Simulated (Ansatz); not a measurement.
## SnTe in Ansatz: the effect of functional

Crystal: SnTe.

```
Te Sn
1.0
     0.00000    3.68197    3.68197
     3.68197    0.00000    3.68197
     3.68197    3.68197    0.00000
Te Sn
1 1
Direct
  0.25000 0.25000 0.25000
  0.00000 0.00000 0.00000
```

Measurements of this composition are mostly on another form, of space group No. 225.

The cell isn't the ideal one: volume scaled by 1.06.

Alike in all runs:

```yaml
Program: Ansatz 0.2.0
Task: single point
Potentials_or_basis: Ansatz PAW
k_mesh: 7 × 7 × 7
Occupations: fermi-dirac, width 0.05 eV
Spin: no spin polarisation
```

Task: One run gave: gap on the mesh 0.41 eV; pressure -2.5 GPa. Which functional did it use?
A. r2SCAN
B. PBEsol
C. LDA

Result: B.

```csv
functional,cutoff,gap on the mesh (eV),pressure (GPa)
LDA,420 eV (not typed: the program's choice for these potentials),0.38,-3.2
PBEsol,420 eV (not typed: the program's choice for these potentials),0.41,-2.5
r2SCAN,500 eV (not typed: the program's choice for these potentials),0.54,-1.8
```

Caveats: odd divisions of the mesh miss points on the zone boundary, where band edges often lie, so the gap on the mesh can be too wide; spin-orbit coupling is left out, which moves the levels of the heavy elements; the PAW data sets come from PBE, with cores solved anew for the run's functional, which leaves a small shift of forces and pressure.

A k mesh can miss the band edges.
